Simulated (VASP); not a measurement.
PbF2 (Fluorocronite):

```
CELL_PARAMETERS angstrom
0.00000 2.96366 2.96366
2.96366 0.00000 2.96366
2.96366 2.96366 0.00000
ATOMIC_POSITIONS crystal
Pb 0.00000 0.00000 0.00000
F 0.75000 0.75000 0.75000
F 0.25000 0.25000 0.25000
```

Base run:

```yaml
Program: VASP 6.6.1
Functional: r2SCAN
Potentials_or_basis: VASP PAW PBE potentials, release 64 (Pb_d, F)
Cutoff: 520 eV
k_mesh: 8 × 8 × 8
Occupations: gaussian, width 0.02 eV
Spin: no spin polarisation
```

Its results: band gap on the k mesh 4.93 eV, indirect (least direct gap 5.08 eV).

Q: The run is repeated on the same cell with these changes: functional from r2SCAN to LDA; potentials or basis from VASP PAW PBE potentials, release 64 (Pb_d, F) to VASP PAW LDA potentials, release 64 (Pb_d, F). What comes out?

A: Band gap on the k mesh 4.22 eV, indirect (least direct gap 4.38 eV).

Caveats: spin-orbit coupling is left out, which as a rule narrows the gap of such compounds by several tenths of an eV.

Not every run made on this cell is shown here.
